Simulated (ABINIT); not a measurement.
# BeTe (F-43m) in ABINIT: notebook, part 2 of 2

ABINIT 10.8.3 (patched build). Earlier steps stand in the parts before.

**3. Band structure, LDA**

Input file run.abi:

```
# Datasets: ground state, then fixed potential
ndtset 2

# Pseudopotentials
pp_dirpath "./"
pseudos "Te.upf, Be.upf"

# Structure
acell 3*1.0
rprim
     0.0000000000     5.2345413652     5.2345413652
     5.2345413652     0.0000000000     5.2345413652
     5.2345413652     5.2345413652     0.0000000000
ntypat 2
znucl 52 4
natom 2
typat 1 2
xred
     0.7500000000     0.7500000000     0.7500000000
     0.0000000000     0.0000000000     0.0000000000

# Plane-wave basis
ecut 44.0

# Exchange and correlation
ixc 7

# Bands and occupations
occopt 3
tsmear 0.05 eV

# SCF cycle
nstep 100

# Output
iomode 3
prtwf 0
prteig 0
prtebands 0
enunit 1
prtden1 1

# Dataset 1
kptopt1 1
ngkpt1 8 8 8
nshiftk1 1
shiftk1 0.0 0.0 0.0
nband1 14
tolvrs1 1.0e-10

# Dataset 2: bands along G-X-W-K-G-L-U-W-L-K
iscf2 -2
getden2 1
nband2 20
nbdbuf2 4
tolwfr2 1.0e-11
kptopt2 -9
ndivsm2 6
prteig2 1
kptbounds2
     0.0000000000     0.0000000000     0.0000000000
     0.5000000000     0.0000000000     0.5000000000
     0.5000000000     0.2500000000     0.7500000000
     0.3750000000     0.3750000000     0.7500000000
     0.0000000000     0.0000000000     0.0000000000
     0.5000000000     0.5000000000     0.5000000000
     0.6250000000     0.2500000000     0.6250000000
     0.5000000000     0.2500000000     0.7500000000
     0.5000000000     0.5000000000     0.5000000000
     0.3750000000     0.3750000000     0.7500000000
```

Potentials or basis: PseudoDojo NC SR LDA v0.4.1 standard.

The run is started by

```sh
> abinit run.abi > log 2>&1
```

run.abo:

```text
.Version 10.8.3 of ABINIT
 DATASET    1 : space group F-4 3 m (#216); Bravais cF (face-center cubic)
================================================================================
 Values of the parameters that define the memory need for DATASET  1.
     intxc =       0    ionmov =       0      iscf =       7    lmnmax =       6
     lnmax =       6     mgfft =      48  mpssoang =       3    mqgrid =    3001
     natom =       2  nloc_mem =       1    nspden =       1   nspinor =       1
    nsppol =       1      nsym =      24    n1xccc =    2501    ntypat =       2
    occopt =       3   xclevel =       1
       mpw =        4031          nfft =      110592          nkpt =          29
================================================================================
================================================================================

 DATASET    2 : space group F-4 3 m (#216); Bravais cF (face-center cubic)
================================================================================
 Values of the parameters that define the memory need for DATASET  2.
     intxc =       0    ionmov =       0      iscf =      -2    lmnmax =       6
     lnmax =       6     mgfft =      48  mpssoang =       3    mqgrid =    3001
     natom =       2  nloc_mem =       1    nspden =       1   nspinor =       1
    nsppol =       1      nsym =      24    n1xccc =    2501    ntypat =       2
    occopt =       3   xclevel =       1
       mpw =        4031          nfft =      110592          nkpt =         103
================================================================================
================================================================================

--------------------------------------------------------------------------------
------------- Echo of variables that govern the present computation ------------
--------------------------------------------------------------------------------
 -outvars: echo values of preprocessed input variables --------
            acell      1.0000000000E+00  1.0000000000E+00  1.0000000000E+00 Bohr
              amu      1.27600000E+02  9.01218200E+00
             ecut      4.40000000E+01 Hartree
           enunit           1
           getden1          0
           getden2          1
             iscf1          7
             iscf2         -2
                       outvar_i_n : Printing only first  50 k-points.
              ixc           7
           jdtset        1    2
                       outvar_i_n : Printing only first  50 k-points.
           kptopt1          1
           kptopt2         -9
         kptrlatt        8    0    0      0    8    0      0    0    8
          kptrlen1     5.92220751E+01
          kptrlen2     3.00000000E+01
            natom           2
            nband1         14
            nband2         20
           nbdbuf1          0
           nbdbuf2          4
           ndtset           2
           ndivsm1          0
           ndivsm2          6
            ngfft          48      48      48
             nkpt1         29
             nkpt2        103
            nstep         100
             nsym          24
           ntypat           2
           occopt           3
        prtebands           0
           prteig1          0
           prteig2          1
            prtwf           0
            rprim      0.0000000000E+00  5.2345413652E+00  5.2345413652E+00
[... 1025 lines left out ...]
 -2.3111E-01 -1.6568E-02  1.1231E-02  8.0524E-02  2.6409E-01  3.7748E-01
  4.4978E-01  4.6006E-01  5.0294E-01  5.5388E-01  6.6861E-01  7.1298E-01
  7.8667E-01  8.0294E-01
 Non-SCF case, kpt  103 (  0.37500  0.37500  0.75000), residuals and eigenvalues=
  7.84E-12  9.60E-13  1.35E-12  3.47E-12  1.48E-12  1.19E-12  4.06E-12  1.42E-12
  4.64E-12  1.87E-12  2.02E-12  5.78E-12  3.00E-12  2.52E-12  9.43E-12  4.91E-12
  2.05E-09  3.87E-08  1.21E-05  9.98E-05
 -3.4621E+00 -1.1686E+00 -1.1684E+00 -1.1683E+00 -1.1680E+00 -1.1679E+00
 -2.2994E-01 -1.6843E-02  1.1629E-02  7.6985E-02  2.6003E-01  3.5959E-01
  4.6223E-01  4.7459E-01  5.0826E-01  5.6164E-01  6.6876E-01  7.2576E-01
  7.8523E-01  8.0415E-01

--- !ResultsGS
iteration_state: {dtset: 2, }
comment   : Summary of ground state results
lattice_vectors:
- [  0.0000000,   5.2345414,   5.2345414, ]
- [  5.2345414,   0.0000000,   5.2345414, ]
- [  5.2345414,   5.2345414,   0.0000000, ]
lattice_lengths: [   7.40276,    7.40276,    7.40276, ]
lattice_angles: [ 60.000,  60.000,  60.000, ] # degrees, (23, 13, 12)
lattice_volume:   2.8685730E+02
convergence: {deltae:  0.000E+00, res2:  0.000E+00, residm:  9.992E-12, diffor:  0.000E+00, }
etotal    :  -1.18488608E+02
entropy   :   0.00000000E+00
fermie    :   1.97096095E-01
cartesian_stress_tensor: null
pressure_GPa: null
xred      :
- [  7.5000E-01,   7.5000E-01,   7.5000E-01, Te]
- [  0.0000E+00,   0.0000E+00,   0.0000E+00, Be]
cartesian_forces: null
force_length_stats: {min: null, max: null, mean: null, }
...

 Integrated electronic density in atomic spheres:
 ------------------------------------------------
 Atom  Sphere_radius  Integrated_density
    1        2.00000         12.01510832
    2        2.00000          3.06625821
================================================================================

 ----iterations are completed or convergence reached----

 Mean square residual over all n,k,spin=   43.047E-13; max=  99.922E-13
 reduced coordinates (array xred) for    2 atoms
       0.750000000000      0.750000000000      0.750000000000
       0.000000000000      0.000000000000      0.000000000000

 cartesian coordinates (angstrom) at end:
    1      4.15499999717058     4.15499999717058     4.15499999717058
    2      0.00000000000000     0.00000000000000     0.00000000000000
 length scales=  1.000000000000  1.000000000000  1.000000000000 bohr
              =  0.529177210544  0.529177210544  0.529177210544 angstroms
 Eigenvalues (   eV  ) for nkpt= 103  k points:
 kpt#   1, nband= 20, wtk=  1.00000, kpt=  0.0000  0.0000  0.0000 (reduced coord)
 -94.20814  -31.79913  -31.79913  -31.79913  -31.78293  -31.78293   -8.20153    4.47434
   4.47434    4.47434    8.07654    8.07654    8.07654    8.53794   12.92833   15.13965
  15.13965   15.93475   15.93475   15.93475
 kpt#   2, nband= 20, wtk=  1.00000, kpt=  0.0294  0.0000  0.0294 (reduced coord)
 -94.20814  -31.79914  -31.79906  -31.79906  -31.78295  -31.78290   -8.18981    4.39317
   4.42276    4.42276    8.03860    8.14565    8.14565    8.63597   12.96136   14.73598
  15.15449   15.96515   15.96515   16.32070
 kpt#   3, nband= 20, wtk=  1.00000, kpt=  0.0588  0.0000  0.0588 (reduced coord)
 -94.20814  -31.79919  -31.79885  -31.79885  -31.78301  -31.78282   -8.15477    4.16879
   4.27959    4.27959    7.95110    8.34122    8.34122    8.88187   13.04035   14.13979
  15.19902   16.05645   16.05645   16.87827
 kpt#   4, nband= 20, wtk=  1.00000, kpt=  0.0882  0.0000  0.0882 (reduced coord)
 -94.20814  -31.79926  -31.79851  -31.79851  -31.78310  -31.78268   -8.09677    3.84255
   4.07120    4.07120    7.83533    8.63641    8.63641    9.20069   13.03450   13.73058
  15.27325   16.20885   16.20885   17.36378
 kpt#   5, nband= 20, wtk=  1.00000, kpt=  0.1176  0.0000  0.1176 (reduced coord)
[... 381 lines left out ...]
   0.82388    2.44761    7.48832   11.16322   11.30431   11.44514   13.83816   15.08240
  17.48272   18.62676   20.76536   22.28659
 kpt# 101, nband= 20, wtk=  1.00000, kpt=  0.4000  0.4000  0.7000 (reduced coord)
 -94.20813  -31.79775  -31.79340  -31.79272  -31.78356  -31.78112   -6.34345   -0.55656
   0.49949    2.31005    7.32452   10.78401   11.79639   11.92918   13.73826   15.02048
  17.97305   18.93615   21.15009   22.06177
 kpt# 102, nband= 20, wtk=  1.00000, kpt=  0.3875  0.3875  0.7250 (reduced coord)
 -94.20813  -31.79811  -31.79297  -31.79234  -31.78386  -31.78093   -6.28874   -0.45085
   0.30560    2.19118    7.18613   10.27181   12.23919   12.51898   13.68581   15.07183
  18.19393   19.40106   21.40641   21.84901
 kpt# 103, nband= 20, wtk=  1.00000, kpt=  0.3750  0.3750  0.7500 (reduced coord)
 -94.20813  -31.79848  -31.79262  -31.79207  -31.78411  -31.78073   -6.25697   -0.45831
   0.31644    2.09486    7.07568    9.78492   12.57800   12.91423   13.83045   15.28307
  18.19794   19.74906   21.36731   21.88190

== END DATASET(S) ==============================================================
================================================================================

 -outvars: echo values of variables after computation  --------
            acell      1.0000000000E+00  1.0000000000E+00  1.0000000000E+00 Bohr
           etotal1    -1.1848860803E+02
            fcart1     4.0187457388E-31 -4.0187457388E-31 -4.0187457388E-31
                      -4.0187457388E-31  4.0187457388E-31  4.0187457388E-31
            rprim      0.0000000000E+00  5.2345413652E+00  5.2345413652E+00
                       5.2345413652E+00  0.0000000000E+00  5.2345413652E+00
                       5.2345413652E+00  5.2345413652E+00  0.0000000000E+00
           strten1    -1.9553971702E-05 -1.9553971702E-05 -1.9553971702E-05
                       0.0000000000E+00  0.0000000000E+00  0.0000000000E+00
           xangst      4.1549999972E+00  4.1549999972E+00  4.1549999972E+00
                       0.0000000000E+00  0.0000000000E+00  0.0000000000E+00
             xred      7.5000000000E-01  7.5000000000E-01  7.5000000000E-01
                       0.0000000000E+00  0.0000000000E+00  0.0000000000E+00
 Calculation completed.
```

Wall time 3.6 min (1 thread of Intel Xeon Platinum 8259CL at 2.50GHz (Skylake/Cascade Lake), shared host); peak memory 0.2 GiB.

What came out:

| Quantity | Value |
| --- | --- |
| Free energy | -3224.2393 eV |
| Pressure | 0.6 GPa |
| Band gap on the k mesh | 1.78 eV, indirect (least direct gap 3.60 eV) |
| Band gap along the path | 1.78 eV, indirect (least direct gap 3.60 eV) |
| Valence electrons inside the program's atomic spheres | Te 12.02; Be 3.07 |

Levels at the corners of the path, in eV from the valence-band top:
```tsv
point	band 6	band 7	band 8	band 9	band 10	band 11	band 12	band 13	band 14	band 15
Γ	-36.26	-12.68	0.00	0.00	0.00	3.60	3.60	3.60	4.06	8.45
X	-36.25	-10.71	-5.32	-2.82	-2.82	1.78	2.63	10.02	10.02	11.80
W	-36.26	-10.67	-4.72	-3.96	-3.45	5.26	5.52	5.66	6.47	11.24
K	-36.26	-10.73	-4.93	-4.16	-2.38	2.60	5.31	8.10	8.44	9.36
Γ	-36.26	-12.68	0.00	0.00	0.00	3.60	3.60	3.60	4.06	8.45
L	-36.26	-11.23	-5.83	-1.20	-1.20	3.21	4.59	4.59	7.78	11.09
U	-36.26	-10.73	-4.93	-4.16	-2.38	2.60	5.31	8.10	8.44	9.36
W	-36.26	-10.67	-4.72	-3.96	-3.45	5.26	5.52	5.66	6.47	11.24
L	-36.26	-11.23	-5.83	-1.20	-1.20	3.21	4.59	4.59	7.78	11.09
K	-36.26	-10.73	-4.93	-4.16	-2.38	2.60	5.31	8.10	8.44	9.36
```

Caveat: spin-orbit coupling is left out, which moves the levels of the heavy elements.
